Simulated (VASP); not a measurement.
# BeSe (F-43m) in VASP: notebook, part 3 of 3

VASP 6.6.1.

**5. Relaxation of the atoms, r2SCAN (a relaxed cell with its volume scaled by 0.94)**

Input file INCAR:

```
SYSTEM = BeSe
ALGO = Normal ; EDIFF = 1E-7
EDIFFG = -0.01 ; ENCUT = 600
IBRION = 2 ; ISIF = 2
ISMEAR = 0 ; LASPH = .TRUE.
LCHARG = .FALSE. ; LMIXTAU = .TRUE.
LREAL = .FALSE. ; LWAVE = .FALSE.
METAGGA = R2SCAN ; NELM = 80
NSW = 40 ; PREC = Accurate
SIGMA = 0.03
```

Input file KPOINTS:

```
k-points
0
G
  10 10 10
  0 0 0
```

Input file POSCAR:

```
BeSe                                    
1.0
    0.0000000000      2.5309182579      2.5309182579
    2.5309182579      0.0000000000      2.5309182579
    2.5309182579      2.5309182579      0.0000000000
  Be              Se            
     1     1
Direct
     0.0000000000000000    0.0000000000000000    0.0000000000000000
     0.2500000000000000    0.2500000000000000    0.2500000000000000
```

Potentials or basis: VASP PAW PBE potentials, release 64 (Be, Se).

On the command line:

```sh
$ cat potpaw_PBE.64/Be/POTCAR potpaw_PBE.64/Se/POTCAR > POTCAR
$ mpirun -np 1 vasp_std > vasp.out
```

OUTCAR:

```text
SYSTEM = BeSe
   EDIFF = 1E-7
   EDIFFG = -0.01
   ENCUT = 600
   IBRION = 2
   ISIF = 2
   ISMEAR = 0
   LASPH = .TRUE.
   LREAL = .FALSE.
   METAGGA = R2SCAN
   NELM = 80
   NSW = 40
   PREC = Accurate

 ion  position               nearest neighbor table
   1  0.000  0.000  0.000-   2 2.19   2 2.19   2 2.19   2 2.19
   2  0.250  0.250  0.250-   1 2.19   1 2.19   1 2.19   1 2.19

  LATTYP: Found a face centered cubic cell.
 ALAT       =     5.0618365158

  Lattice vectors:

 A1 = (   0.0000000000,   2.5309182579,   2.5309182579)
 A2 = (   2.5309182579,   0.0000000000,   2.5309182579)
 A3 = (   2.5309182579,   2.5309182579,   0.0000000000)

Analysis of symmetry for initial positions (statically):
=====================================================================
 Subroutine PRICEL returns:
 Original cell was already a primitive cell.

 Routine SETGRP: Setting up the symmetry group for a
 face centered cubic supercell.

 Subroutine GETGRP returns: Found 24 space group operations
 (whereof 24 operations were pure point group operations)
 out of a pool of 48 trial point group operations.

The static configuration has the point symmetry T_d .

Analysis of symmetry for dynamics (positions and initial velocities):
=====================================================================
 Subroutine PRICEL returns:
 Original cell was already a primitive cell.

 Routine SETGRP: Setting up the symmetry group for a
 face centered cubic supercell.

 Subroutine GETGRP returns: Found 24 space group operations
 (whereof 24 operations were pure point group operations)
 out of a pool of 48 trial point group operations.

The dynamic configuration has the point symmetry T_d .

 Subroutine INISYM returns: Found 24 space group operations
 (whereof 24 operations are pure point group operations),
 and found     1 'primitive' translations

----------------------------------------------------------------------------------------

                                     Primitive cell

  volume of cell :      32.4238

  direct lattice vectors                    reciprocal lattice vectors
     0.000000000  2.530918258  2.530918258    -0.197556756  0.197556756  0.197556756
     2.530918258  0.000000000  2.530918258     0.197556756 -0.197556756  0.197556756
     2.530918258  2.530918258  0.000000000     0.197556756  0.197556756 -0.197556756

  length of vectors
     3.579258926  3.579258926  3.579258926     0.342178338  0.342178338  0.342178338

  position of ions in fractional coordinates (direct lattice)
     0.000000000  0.000000000  0.000000000
     0.250000000  0.250000000  0.250000000

  ion indices of the primitive-cell ions
   primitive index   ion index
                 1           1
                 2           2

----------------------------------------------------------------------------------------

 KPOINTS: k-points

Automatic generation of k-mesh.
 Grid dimensions read from file:
 generate k-points for:   10   10   10

 Generating k-lattice:

  Cartesian coordinates                     Fractional coordinates (reciprocal lattice)
    -0.019755676  0.019755676  0.019755676     0.100000000  0.000000000  0.000000000
     0.019755676 -0.019755676  0.019755676     0.000000000  0.100000000  0.000000000
     0.019755676  0.019755676 -0.019755676     0.000000000  0.000000000  0.100000000

  Length of vectors
     0.034217834  0.034217834  0.034217834

  Shift w.r.t. Gamma in fractional coordinates (k-lattice)
     0.000000000  0.000000000  0.000000000

 Subroutine IBZKPT returns following result:
 ===========================================

 Found     47 irreducible k-points:

 Following reciprocal coordinates:
            Coordinates               Weight
  0.000000  0.000000  0.000000      1.000000
  0.100000  0.000000  0.000000      8.000000
  0.200000  0.000000  0.000000      8.000000
  0.300000  0.000000  0.000000      8.000000
  0.400000  0.000000  0.000000      8.000000
  0.500000  0.000000  0.000000      4.000000
[... 16 lines left out ...]
  0.300000  0.300000  0.000000      6.000000
  0.400000  0.300000  0.000000     24.000000
 [... further k-points ...]
   k-points           NKPTS =     47   k-points in BZ     NKDIM =     47   number of bands    NBANDS=      8
   number of dos      NEDOS =    301   number of ions     NIONS =      2
   total plane-waves  NPLWV =  27000
   dimension x,y,z NGX =    30 NGY =   30 NGZ =   30
   dimension x,y,z NGXF=    60 NGYF=   60 NGZF=   60
   ions per type =               1   1
   NGX,Y,Z   is equivalent  to a cutoff of  13.93, 13.93, 13.93 a.u.
   NGXF,Y,Z  is equivalent  to a cutoff of  27.87, 27.87, 27.87 a.u.
 SYSTEM =  BeSe
   PREC   = accura    normal or accurate (medium, high low for compatibility)
   ISTART =      0    job   : 0-new  1-cont  2-samecut
   ICHARG =      2    charge: 1-file 2-atom 10-const
   ISPIN  =      1    spin polarized calculation?
   LNONCOLLINEAR =      F non collinear calculations
   LSORBIT =      F    spin-orbit coupling
   LASPH  =      T    aspherical Exc in radial PAW
   ENCUT  =  600.0 eV  44.10 Ry    6.64 a.u.   7.15  7.15  7.15*2*pi/ulx,y,z
   NELM   =     80;   NELMIN=  2; NELMDL= -5     # of ELM steps
   EDIFF  = 0.1E-06   stopping-criterion for ELM
   LREAL  =      F    real-space projection
   EDIFFG = -.1E-01   stopping-criterion for IOM
   NSW    =     40    number of steps for IOM
   IBRION =      2    ionic relax: 0-MD 1-quasi-New 2-CG
   NFREE  =      1    steps in history (QN), initial steepest desc. (CG)
   ISIF   =      2    stress and relaxation
   ISYM   =      2    0-nonsym 1-usesym 2-fastsym
   POTIM  = 0.5000    time-step for ionic-motion
   TEBEG  =    0.0;   TEEND  =   0.0 temperature during run
   PSTRESS=    0.0 pullay stress
   NELECT =       8.0000    total number of electrons
   NUPDOWN=      -1.0000    fix difference up-down
   EMIN   =  10.00;   EMAX   =-10.00  energy-range for DOS
   EFERMI =   0.00;   METHOD = LEGACY
   ISMEAR =     0;   SIGMA  =   0.03  broadening in eV -4-tet -1-fermi 0-gaus
   EFERMI_NEDOS =   21; number of points for ismear=-14 and -15
   IALGO  =     38    algorithm
   IMIX   =      4    mixing-type and parameters
     AMIX     =   0.40;   BMIX     =  1.00
     AMIX_MAG =   1.60;   BMIX_MAG =  1.00
  volume/ion in A,a.u.               =      16.21       109.40
  Fermi-wavevector in a.u.,A,eV,Ry     =   1.026794  1.940360 14.344706  1.054306
  Thomas-Fermi vector in A             =   2.160706
   LORBIT       =      0    0 simple, 1 ext, 2 COOP (PROOUT), +10 PAW based schemes
   METAGGA = R2SCAN    functional components
   LHFCALC =     F    Hartree Fock is set to
   AEXX    =    0.0000 exact exchange contribution
   IVDW    =     0    specifies the selected vdW correction
   LEPSILON=     F    determine dielectric tensor
   LRPA    =     F    only Hartree local field effects (RPA)
 conjugate gradient relaxation of ions
 non-spin polarized calculation
 Gauss-broadening in eV      SIGMA  =   0.03
  energy-cutoff  :      600.00
  volume of cell :       32.42
 maximum number of plane-waves:      1106
 NGX is ok and might be reduce to    30
   NGX = 15   NGY = 15   NGZ = 15

 number of electron       7.9999999 magnetization

 Free energy of the ion-electron system (eV)
  ---------------------------------------------------
  ext. energy  EPLUGINS =         0.00000000
  ---------------------------------------------------
  free energy    TOTEN  =       -20.49494504 eV

  energy without entropy =      -20.49494504  energy(sigma->0) =      -20.49494504

 E-fermi :   3.7623     XC(G=0): -10.0618

 val. band max:        3.5890650124   @ k =   0.0000   0.0000   0.0000
 cond. band min:       6.5798563030   @ k =   0.5000   0.5000   0.0000
 fundamental gap:      2.9907912906
 Fermi energy:         3.7623434112

 k-point     1 :       0.0000    0.0000    0.0000
  band No.  band energies     occupation
      1     -11.0817      2.00000
      2       3.5891      2.00000
      3       3.5891      2.00000
      4       3.5891      2.00000
      5       9.1061      0.00000
      6       9.1592      0.00000
      7       9.1592      0.00000
      8       9.1592      0.00000
[... 243 lines left out ...]
 k-point    24 :       0.4000    0.3000    0.0000
  band No.  band energies     occupation
      1      -9.5321      2.00000
      2      -1.0143      2.00000
      3       0.8861      2.00000
      4       1.1694      2.00000
      5       7.4988      0.00000
      6       9.2438      0.00000
      7      13.9293      0.00000
      8      14.1254      0.00000

 [... further k-points ...]

------------------------ aborting loop because EDIFF is reached ----------------------------------------

  FORCE on cell =-STRESS in cart. coord.  units (eV):
  Direction    XX          YY          ZZ          XY          YZ          ZX
  --------------------------------------------------------------------------------------
  -------------------------------------------------------------------------------------
  Total        1.1287051      1.1287051      1.1287051     -0.0000000     -0.0000000     -0.0000000
  in kB       55.7733466     55.7733466     55.7733466     -0.0000000     -0.0000000     -0.0000000
  external PRESSURE =      55.7733466 kB  Pullay stress =       0.0000000 kB

 VOLUME and BASIS-vectors are now :
 -----------------------------------------------------------------------------
  energy-cutoff  :      600.00
  volume of cell :       32.42
      direct lattice vectors                 reciprocal lattice vectors
     0.000000000  2.530918258  2.530918258    -0.197556756  0.197556756  0.197556756
     2.530918258  0.000000000  2.530918258     0.197556756 -0.197556756  0.197556756
     2.530918258  2.530918258  0.000000000     0.197556756  0.197556756 -0.197556756

 POSITION                                       TOTAL-FORCE (eV/Angst)
 -----------------------------------------------------------------------------------
      0.00000      0.00000      0.00000        -0.000000     -0.000000     -0.000000
      1.26546      1.26546      1.26546         0.000000      0.000000      0.000000
 -----------------------------------------------------------------------------------
    total drift:                                0.000000      0.000000      0.000000

  FREE ENERGIE OF THE ION-ELECTRON SYSTEM (eV)
  ---------------------------------------------------
  free  energy   TOTEN  =       -20.4949450358 eV

  energy  without entropy=      -20.4949450358  energy(sigma->0) =      -20.49494504

 reached required accuracy - stopping structural energy minimisation
```

Run time: 85 s. Hardware: 1 thread of Intel Xeon Platinum 8488C (Sapphire Rapids), shared host; peak memory 0.18 GiB.

Results:

- Free energy: -20.4949 eV
- Pressure after relaxing: 5.6 GPa
- Band gap on the k mesh: 2.99 eV, indirect (least direct gap 5.52 eV)

Final structure:
```cif
data_structure
_symmetry_space_group_name_H-M 'P 1'
_symmetry_Int_Tables_number 1
_cell_length_a 3.5793
_cell_length_b 3.5793
_cell_length_c 3.5793
_cell_angle_alpha 60.000
_cell_angle_beta 60.000
_cell_angle_gamma 60.000
_cell_volume 32.42
loop_
_atom_site_label
_atom_site_type_symbol
_atom_site_fract_x
_atom_site_fract_y
_atom_site_fract_z
_atom_site_occupancy
Be1 Be 0.00000 0.00000 0.00000 1
Se1 Se 0.25000 0.25000 0.25000 1
```

Levels at points of the mesh, in eV from the valence-band top:
```tsv
k point	band 1	band 2	band 3	band 4	band 5	band 6	band 7	band 8
(0.00, 0.00, 0.00)	-14.67	0.00	0.00	0.00	5.52	5.57	5.57	5.57
(0.50, 0.00, 0.00)	-13.12	-6.20	-1.17	-1.17	5.12	6.54	6.54	10.95
(0.50, 0.50, 0.00)	-12.59	-5.51	-2.90	-2.90	2.99	4.64	13.17	13.17
```

Caveat: the relaxation stopped at its first step, so nothing moved; the PAW data sets were made with another functional, which shifts forces and pressure a little. A k mesh can miss the band edges.

**6. Relaxation of the atoms, r2SCAN (a relaxed cell with its volume scaled by 0.96)**

INCAR is that of step 5.

KPOINTS is that of step 5.

Input file POSCAR:

```
BeSe                                    
1.0
    0.0000000000      2.5487422132      2.5487422132
    2.5487422132      0.0000000000      2.5487422132
    2.5487422132      2.5487422132      0.0000000000
  Be              Se            
     1     1
Direct
     0.0000000000000000    0.0000000000000000    0.0000000000000000
     0.2500000000000000    0.2500000000000000    0.2500000000000000
```

Potentials or basis: VASP PAW PBE potentials, release 64 (Be, Se).

On the command line:

```sh
$ cat potpaw_PBE.64/Be/POTCAR potpaw_PBE.64/Se/POTCAR > POTCAR
$ mpirun -np 1 vasp_std > vasp.out
```

Wall time 77 s (1 thread of Intel Xeon Platinum 8488C (Sapphire Rapids), shared host); peak memory 0.18 GiB.

The run converged. Its results:

```
Free energy             : -20.5146 eV
Pressure after relaxing : 3.5 GPa
Band gap on the k mesh  : 3.04 eV, indirect (least direct gap 5.34 eV)
```

Final structure:
```yaml
crystal:
  lattice:
    - [0.00000, 2.54874, 2.54874]
    - [2.54874, 0.00000, 2.54874]
    - [2.54874, 2.54874, 0.00000]
  atoms:
    - { symbol: Be, position: [0.00000, 0.00000, 0.00000] }
    - { symbol: Se, position: [0.25000, 0.25000, 0.25000] }
```

Levels at points of the mesh, in eV from the valence-band top:
```csv
k point,band 1,band 2,band 3,band 4,band 5,band 6,band 7,band 8
"(0.00, 0.00, 0.00)",-14.52,0.00,0.00,0.00,5.34,5.58,5.58,5.58
"(0.50, 0.00, 0.00)",-13.03,-6.05,-1.14,-1.14,5.05,6.55,6.55,10.89
"(0.50, 0.50, 0.00)",-12.52,-5.39,-2.82,-2.82,3.04,4.65,12.99,12.99
```

Caveat: the relaxation stopped at its first step, so nothing moved; the PAW data sets were made with another functional, which shifts forces and pressure a little.

**7. Overview**

| task | level | potentials or basis | cell | gap on the mesh (eV) | pressure (GPa) |
| --- | --- | --- | --- | --- | --- |
| relaxation of the atoms | LDA | VASP PAW LDA potentials, release 64 (Be, Se) | atoms relaxed from: a relaxed cell with its volume scaled by 1.06 | 2.52 | -4.4 |
| relaxation of cell and atoms | r2SCAN | VASP PAW PBE potentials, release 64 (Be, Se) | relaxed | 3.13 | 0.0 |
| relaxation of the atoms | r2SCAN | VASP PAW PBE potentials, release 64 (Be, Se) | atoms relaxed from: a relaxed cell with its volume scaled by 0.94 | 2.99 | 5.6 |
| relaxation of the atoms | r2SCAN | VASP PAW PBE potentials, release 64 (Be, Se) | atoms relaxed from: a relaxed cell with its volume scaled by 0.96 | 3.04 | 3.5 |

Alike in all rows: no spin polarisation; k mesh 10 × 10 × 10; cutoff (eV) 600; smearing gaussian 0.03 eV.

Caveats: the relaxation stopped at its first step, so nothing moved; the PAW data sets were made with another functional, which shifts forces and pressure a little (some runs).

Total energies depend on the potentials used, so only differences within one code and one set of settings carry meaning.
